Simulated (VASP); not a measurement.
# NbP (I4_1md) in VASP: density of states with PBE

Aim: the density of states of NbP with PBE.

All numbers are computed with VASP 6.6.1; they aren't measurements. Logs are shortened: lines on timing, memory, paths and dates and some standing lists are left out, and cuts for length are marked.

## (1) The structure

Symmetry: I4_1md, No. 109, tetragonal system. The conventional cell has a = 3.335 Å, b = 3.335 Å, c = 11.538 Å, α = 90.00°, β = 90.00°, γ = 90.00°. Around Nb (site symmetry 2mm) lie 6 P at 2.55 Å. Around P (site symmetry 2mm) lie 6 Nb at 2.55 Å.

The cell is a database's computed one.

## (2) Density of states, PBE

Input file POSCAR:

```
NbP                                     
1.0
   -1.6674159476      1.6674159476      5.7688283988
    1.6674159476     -1.6674159476      5.7688283988
    1.6674159476      1.6674159476     -5.7688283988
  Nb              P             
     2     2
Direct
     0.7497129514538869    0.7497129514538869    0.0000000000000000
     0.4997129514538869    0.9997129514538869    0.5000000000000000
     0.3329156185461102    0.3329156185461102    0.0000000000000000
     0.0829156285461110    0.5829156285461110    0.5000000000000000
```

Input file INCAR.step1:

```
ALGO     = Fast           # electronic algorithm
EDIFF    = 1E-7           # SCF threshold, eV
ENCUT    = 520            # plane-wave cutoff, eV
GGA      = PE             # functional
ISIF     = 2              # what is computed and relaxed
ISMEAR   = 0              # smearing method
LASPH    = True           # aspherical terms in the spheres
LCHARG   = True           # write CHGCAR
LMAXMIX  = 4              # l up to which the mixer works
LREAL    = False          # projectors in reciprocal space
LWAVE    = False          # write WAVECAR
NELM     = 100            # most SCF steps
PREC     = Accurate       # precision mode
SIGMA    = 0.1            # smearing width, eV
```

Input file KPOINTS.step1:

```
k-points
0
Gamma
  4 4 4
```

Input file INCAR.step2:

```
ALGO     = Fast           # electronic algorithm
EDIFF    = 1E-7           # SCF threshold, eV
ENCUT    = 520            # plane-wave cutoff, eV
GGA      = PE             # functional
ICHARG   = 11             # starting density
ISIF     = 2              # what is computed and relaxed
ISMEAR   = -5             # smearing method
LASPH    = True           # aspherical terms in the spheres
LCHARG   = False          # write CHGCAR
LMAXMIX  = 4              # l up to which the mixer works
LORBIT   = 11             # projections on sites
LREAL    = False          # projectors in reciprocal space
LWAVE    = False          # write WAVECAR
NEDOS    = 1001           # points of the DOS
NELM     = 100            # most SCF steps
PREC     = Accurate       # precision mode
SIGMA    = 0.1            # smearing width, eV
```

Input file KPOINTS.step2:

```
k-points
0
Gamma
  6 6 6
```

Potentials or basis: VASP PAW PBE potentials, release 64 (Nb_sv, P).

Started as:

```
cat potpaw_PBE.64/Nb_sv/POTCAR potpaw_PBE.64/P/POTCAR > POTCAR
cp INCAR.step1 INCAR
cp KPOINTS.step1 KPOINTS
mpirun -np 1 vasp_std > vasp.out
cp INCAR.step2 INCAR
cp KPOINTS.step2 KPOINTS
mpirun -np 1 vasp_std > vasp.out
```

OUTCAR:

```text
EDIFF = 1E-7
   ENCUT = 520
   GGA = PE
   ICHARG = 11
   ISIF = 2
   ISMEAR = -5
   LASPH = True
   LORBIT = 11
   LREAL = False
   NELM = 100
   PREC = Accurate

 ion  position               nearest neighbor table
   1  0.750  0.750  0.000-   3 2.55   3 2.55   3 2.55   3 2.55   4 2.55   4 2.55
   2  0.500  1.000  0.500-   4 2.55   4 2.55   4 2.55   4 2.55   3 2.55   3 2.55
   3  0.333  0.333  0.000-   1 2.55   1 2.55   1 2.55   1 2.55   2 2.55   2 2.55
   4  0.083  0.583  0.500-   2 2.55   2 2.55   2 2.55   2 2.55   1 2.55   1 2.55

  LATTYP: Found a body centered tetragonal cell.
 ALAT       =     3.3348318952
 C/A-ratio  =     3.4597416482

  Lattice vectors:

 A1 = (  -1.6674159476,   1.6674159476,   5.7688283988)
 A2 = (   1.6674159476,  -1.6674159476,   5.7688283988)
 A3 = (   1.6674159476,   1.6674159476,  -5.7688283988)

Analysis of symmetry for initial positions (statically):
=====================================================================
 Subroutine PRICEL returns:
 Original cell was already a primitive cell.

 Routine SETGRP: Setting up the symmetry group for a
 body centered tetragonal supercell.

 Subroutine GETGRP returns: Found  8 space group operations
 (whereof  4 operations were pure point group operations)
 out of a pool of 16 trial point group operations.

The static configuration has the point symmetry C_2v.
 The point group associated with its full space group is C_4v.

Analysis of symmetry for dynamics (positions and initial velocities):
=====================================================================
 Subroutine PRICEL returns:
 Original cell was already a primitive cell.

 Routine SETGRP: Setting up the symmetry group for a
 body centered tetragonal supercell.

 Subroutine GETGRP returns: Found  8 space group operations
 (whereof  4 operations were pure point group operations)
 out of a pool of 16 trial point group operations.

The dynamic configuration has the point symmetry C_2v.
 The point group associated with its full space group is C_4v.

 Subroutine INISYM returns: Found  8 space group operations
 (whereof  4 operations are pure point group operations),
 and found     1 'primitive' translations

----------------------------------------------------------------------------------------

                                     Primitive cell

  volume of cell :      64.1557

  direct lattice vectors                    reciprocal lattice vectors
    -1.667415948  1.667415948  5.768828399     0.000000000  0.299865190  0.086672712
     1.667415948 -1.667415948  5.768828399     0.299865190  0.000000000  0.086672712
     1.667415948  1.667415948 -5.768828399     0.299865190  0.299865190  0.000000000

  length of vectors
     6.232169203  6.232169203  6.232169203     0.312139858  0.312139858  0.424073419

  position of ions in fractional coordinates (direct lattice)
     0.749712951  0.749712951  0.000000000
     0.499712951  0.999712951  0.500000000
     0.332915619  0.332915619  0.000000000
     0.082915629  0.582915629  0.500000000

  ion indices of the primitive-cell ions
   primitive index   ion index
                 1           1
                 2           2
                 3           3
                 4           4

----------------------------------------------------------------------------------------

 KPOINTS: k-points

Automatic generation of k-mesh.
 Grid dimensions read from file:
 generate k-points for:    6    6    6

 Generating k-lattice:

  Cartesian coordinates                     Fractional coordinates (reciprocal lattice)
     0.000000000  0.049977532  0.014445452     0.166666667  0.000000000  0.000000000
     0.049977532  0.000000000  0.014445452     0.000000000  0.166666667  0.000000000
     0.049977532  0.049977532  0.000000000     0.000000000  0.000000000  0.166666667

  Length of vectors
     0.052023310  0.052023310  0.070678903

  Shift w.r.t. Gamma in fractional coordinates (k-lattice)
     0.000000000  0.000000000  0.000000000

 TETIRR: Found    277 inequivalent tetrahedra from     1296

 Subroutine IBZKPT returns following result:
 ===========================================

 Found     30 irreducible k-points:

 Following reciprocal coordinates:
            Coordinates               Weight
  0.000000  0.000000  0.000000      1.000000
  0.166667  0.000000 -0.000000      8.000000
  0.333333 -0.000000  0.000000      8.000000
  0.500000  0.000000  0.000000      4.000000
  0.166667  0.166667 -0.000000      8.000000
  0.333333  0.166667  0.000000     16.000000
[... 16 lines left out ...]
 -0.333333 -0.333333  0.166667      8.000000
 -0.166667 -0.333333  0.166667      8.000000
 [... further k-points ...]
   k-points           NKPTS =     30   k-points in BZ     NKDIM =     30   number of bands    NBANDS=     22
   number of dos      NEDOS =   1001   number of ions     NIONS =      4
   total plane-waves  NPLWV = 110592
   dimension x,y,z NGX =    48 NGY =   48 NGZ =   48
   dimension x,y,z NGXF=    96 NGYF=   96 NGZF=   96
   ions per type =               2   2
   NGX,Y,Z   is equivalent  to a cutoff of  12.80, 12.80, 12.80 a.u.
   NGXF,Y,Z  is equivalent  to a cutoff of  25.61, 25.61, 25.61 a.u.
 SYSTEM =  unknown system
   PREC   = accura    normal or accurate (medium, high low for compatibility)
   ISTART =      0    job   : 0-new  1-cont  2-samecut
   ICHARG =     11    charge: 1-file 2-atom 10-const
   ISPIN  =      1    spin polarized calculation?
   LNONCOLLINEAR =      F non collinear calculations
   LSORBIT =      F    spin-orbit coupling
   LASPH  =      T    aspherical Exc in radial PAW
   ENCUT  =  520.0 eV  38.22 Ry    6.18 a.u.  11.59 11.59 11.59*2*pi/ulx,y,z
   NELM   =    100;   NELMIN=  2; NELMDL=  0     # of ELM steps
   EDIFF  = 0.1E-06   stopping-criterion for ELM
   LREAL  =      F    real-space projection
   EDIFFG = 0.1E-05   stopping-criterion for IOM
   NSW    =      0    number of steps for IOM
   IBRION =     -1    ionic relax: 0-MD 1-quasi-New 2-CG
   NFREE  =      0    steps in history (QN), initial steepest desc. (CG)
   ISIF   =      2    stress and relaxation
   ISYM   =      2    0-nonsym 1-usesym 2-fastsym
   POTIM  = 0.5000    time-step for ionic-motion
   TEBEG  =    0.0;   TEEND  =   0.0 temperature during run
   PSTRESS=    0.0 pullay stress
   NELECT =      36.0000    total number of electrons
   NUPDOWN=      -1.0000    fix difference up-down
   EMIN   =  10.00;   EMAX   =-10.00  energy-range for DOS
   EFERMI =   0.00;   METHOD = LEGACY
   ISMEAR =    -5;   SIGMA  =   0.10  broadening in eV -4-tet -1-fermi 0-gaus
   EFERMI_NEDOS =   21; number of points for ismear=-14 and -15
   IALGO  =     68    algorithm
   IMIX   =      4    mixing-type and parameters
     AMIX     =   0.40;   BMIX     =  1.00
     AMIX_MAG =   1.60;   BMIX_MAG =  1.00
  volume/ion in A,a.u.               =      16.04       108.24
  Fermi-wavevector in a.u.,A,eV,Ry     =   1.350301  2.551698 24.807666  1.823312
  Thomas-Fermi vector in A             =   2.477817
   LORBIT       =     11    0 simple, 1 ext, 2 COOP (PROOUT), +10 PAW based schemes
   GGA     = PE    functional components
   LHFCALC =     F    Hartree Fock is set to
   AEXX    =    0.0000 exact exchange contribution
   IVDW    =     0    specifies the selected vdW correction
   LEPSILON=     F    determine dielectric tensor
   LRPA    =     F    only Hartree local field effects (RPA)
 non-spin polarized calculation
 RMM-DIIS sequential band-by-band and
 Fermi weights with tetrahedron method with Bloechl corrections
  energy-cutoff  :      520.00
  volume of cell :       64.16
 maximum number of plane-waves:      1746
 NGX is ok and might be reduce to    48

 number of electron      35.9999999 magnetization

 Free energy of the ion-electron system (eV)
  ---------------------------------------------------
  ext. energy  EPLUGINS =         0.00000000
  ---------------------------------------------------
  free energy    TOTEN  =       -35.28421573 eV

  energy without entropy =      -35.28421573  energy(sigma->0) =      -35.28421573

 E-fermi :  10.5297     XC(G=0): -12.0051

 val. band max:       10.4973462190   @ k =  -0.1667   0.5000   0.1667
 cond. band min:      10.6203100353   @ k =  -0.1667   0.3333   0.1667
 fundamental gap:      0.1229638163
 Fermi energy:        10.5296785199

 k-point     1 :       0.0000    0.0000    0.0000
  band No.  band energies     occupation
      1     -44.3316      2.00000
      2     -44.2959      2.00000
      3     -20.5864      2.00000
      4     -20.3937      2.00000
      5     -20.3937      2.00000
      6     -20.2521      2.00000
[... 14 lines left out ...]
     21      13.2729      0.00000
     22      13.8120      0.00000

 k-point     2 :       0.1667    0.0000   -0.0000
  band No.  band energies     occupation
      1     -44.3252      2.00000
      2     -44.2932      2.00000
      3     -20.5646      2.00000
      4     -20.4622      2.00000
      5     -20.3878      2.00000
      6     -20.3203      2.00000
[... 14 lines left out ...]
     21      12.6109      0.00000
     22      13.4469      0.00000

 k-point     3 :       0.3333   -0.0000    0.0000
  band No.  band energies     occupation
      1     -44.3117      2.00000
      2     -44.2885      2.00000
      3     -20.6253      2.00000
      4     -20.5008      2.00000
      5     -20.4292      2.00000
      6     -20.3761      2.00000
[... 14 lines left out ...]
     21      12.4008      0.00000
     22      13.2006      0.00000

 k-point     4 :       0.5000    0.0000    0.0000
  band No.  band energies     occupation
      1     -44.3042      2.00000
      2     -44.2869      2.00000
      3     -20.6930      2.00000
      4     -20.5316      2.00000
      5     -20.4225      2.00000
      6     -20.3701      2.00000
[... 14 lines left out ...]
     21      13.0160      0.00000
     22      13.3151      0.00000

 k-point     5 :       0.1667    0.1667   -0.0000
  band No.  band energies     occupation
      1     -44.3180      2.00000
      2     -44.2914      2.00000
      3     -20.5365      2.00000
      4     -20.4675      2.00000
      5     -20.4442      2.00000
      6     -20.3184      2.00000
[... 417 lines left out ...]
 k-point    22 :      -0.1667    0.5000    0.1667
  band No.  band energies     occupation
      1     -44.3077      2.00000
      2     -44.2926      2.00000
      3     -20.6271      2.00000
      4     -20.4832      2.00000
      5     -20.4055      2.00000
      6     -20.3779      2.00000
[... 14 lines left out ...]
     21      12.2867      0.00000
     22      13.5091      0.00000

 k-point    23 :      -0.3333   -0.3333    0.1667
  band No.  band energies     occupation
      1     -44.3124      2.00000
      2     -44.2971      2.00000
      3     -20.4994      2.00000
      4     -20.4738      2.00000
      5     -20.4311      2.00000
      6     -20.3259      2.00000
[... 14 lines left out ...]
     21      12.8890      0.00000
     22      13.2945      0.00000

 k-point    24 :      -0.1667   -0.3333    0.1667
  band No.  band energies     occupation
      1     -44.3210      2.00000
      2     -44.2975      2.00000
      3     -20.5267      2.00000
      4     -20.4630      2.00000
      5     -20.3907      2.00000
      6     -20.3177      2.00000
[... 14 lines left out ...]
     21      12.4609      0.00000
     22      13.6610      0.00000

 [... further k-points ...]

------------------------ aborting loop because EDIFF is reached ----------------------------------------

  FORCE on cell =-STRESS in cart. coord.  units (eV):
  Direction    XX          YY          ZZ          XY          YZ          ZX
  --------------------------------------------------------------------------------------
  -------------------------------------------------------------------------------------
  Total       -0.4239897     -0.4239897     -0.2315807      0.0000000      0.0000000      0.0000000
  in kB      -10.5884007    -10.5884007     -5.7833233      0.0000000      0.0000000      0.0000000
  external PRESSURE =      -8.9867083 kB  Pullay stress =       0.0000000 kB

 VOLUME and BASIS-vectors are now :
 -----------------------------------------------------------------------------
  energy-cutoff  :      520.00
  volume of cell :       64.16
      direct lattice vectors                 reciprocal lattice vectors
    -1.667415948  1.667415948  5.768828399     0.000000000  0.299865190  0.086672712
     1.667415948 -1.667415948  5.768828399     0.299865190  0.000000000  0.086672712
     1.667415948  1.667415948 -5.768828399     0.299865190  0.299865190  0.000000000

 POSITION                                       TOTAL-FORCE (eV/Angst)
 -----------------------------------------------------------------------------------
      0.00000      0.00000      8.64993        -0.000000     -0.000000      0.031975
      1.66742      0.00000      5.76552         0.000000      0.000000      0.031975
      0.00000      0.00000      3.84107        -0.000000      0.000000     -0.031975
      1.66742      0.00000      0.95665         0.000000     -0.000000     -0.031975
 -----------------------------------------------------------------------------------
    total drift:                               -0.000000     -0.000000     -0.012491

  FREE ENERGIE OF THE ION-ELECTRON SYSTEM (eV)
  ---------------------------------------------------
  free  energy   TOTEN  =       -35.2842157260 eV

  energy  without entropy=      -35.2842157260  energy(sigma->0) =      -35.28421573

 total charge

# of ion       s       p       d       tot
------------------------------------------
    1        2.156   6.029   2.453  10.639
    2        2.156   6.029   2.453  10.639
    3        1.020   1.537   0.000   2.557
    4        1.020   1.537   0.000   2.557
--------------------------------------------------
tot          6.352  15.133   4.906  26.392
```

It took 3.3 min on 1 thread of Intel Xeon 6975P-C (Granite Rapids), shared host; peak memory 0.31 GiB.

Results:

* Valence electrons inside the program's atomic spheres: Nb 10.64; P 2.56

States per cell in windows of 1 eV (zero at the valence-band top; states under -8 eV left out):
```csv
from (eV),total,Nb1_d,Nb2_d,P3_p,P4_p,Nb1_p,Nb2_p
-8.0,0.00,0.00,0.00,0.00,0.00,0.00,0.00
-7.0,0.02,0.00,0.00,0.00,0.00,0.00,0.00
-6.0,2.52,0.19,0.19,0.28,0.28,0.02,0.02
-5.0,1.61,0.15,0.15,0.19,0.19,0.02,0.02
-4.0,3.20,0.37,0.37,0.38,0.38,0.04,0.04
-3.0,3.81,0.55,0.55,0.46,0.46,0.04,0.04
-2.0,1.92,0.41,0.41,0.12,0.12,0.02,0.02
-1.0,2.96,0.71,0.71,0.09,0.09,0.03,0.03
0.0,1.23,0.40,0.40,0.02,0.02,0.00,0.00
1.0,2.19,0.73,0.73,0.04,0.04,0.01,0.01
2.0,2.93,0.94,0.94,0.10,0.10,0.01,0.01
3.0,1.65,0.52,0.52,0.06,0.06,0.01,0.01
4.0,0.00,0.00,0.00,0.00,0.00,0.00,0.00
5.0,0.00,0.00,0.00,0.00,0.00,0.00,0.00
```

Caveat: the k mesh is coarse (spacing up to 0.67 Å⁻¹), so the values aren't converged.
